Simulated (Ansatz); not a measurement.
# GaN: moving N off its site

GaN, F-43m, a = 4.507 Å (as given, not relaxed at this level: -1.2 GPa). This isn't the usual stable structure of the compound. Ansatz: r2SCAN, PAW, 500 eV, Γ-centred 10×10×10 mesh on 2 atoms, Gaussian smearing 0.05 eV; no spin polarisation.

```
CELL_PARAMETERS angstrom
0.00000 2.25350 2.25350
2.25350 0.00000 2.25350
2.25350 2.25350 0.00000
ATOMIC_POSITIONS crystal
Ga 0.00000 0.00000 0.00000
N 0.75000 0.75000 0.75000
```

Atom 2 (N) moves by x along the unit vector (0.707, -0.707, 0.000), with its periodic images; all else is held. y is the free energy of the cell over the start, F the force along the path summed over the moved atoms. Symmetry makes y even in x.

| x (Å) | y (meV) | F (eV/Å) |
| --- | --- | --- |
| -0.1000 | 63.3 | 1.28 |
| -0.0500 | 15.7 | 0.63 |
| 0.0000 | 0.0 | 0.00 |
| 0.0250 | 3.9 | -0.31 |
| 0.0750 | 35.5 | -0.95 |
| 0.0875 | ? | ? |

Problem. Fit y = c2 x² + c4 x⁴ to the energies of the other rows, give the force constant, and predict energy and force of the missing row.

Solution. Least squares on the rows shown. y = 6276 x² + 5450 x⁴. The force constant is 2 c2 = 12.6 eV/Å² (for all images moving together, not for a lone atom). With two atoms in a cubic cell this is the optical mode at Γ without the LO field: ω = 521.5 √(2 c2/μ) = 541 cm⁻¹ for μ = 11.66 u. The force −dy/dx at the missing row is -1.11 eV/Å (computed -1.11). At x = 0.0875 the fit asked for gives 48.4 meV. The run gave 48.4 meV, the same to the digits shown.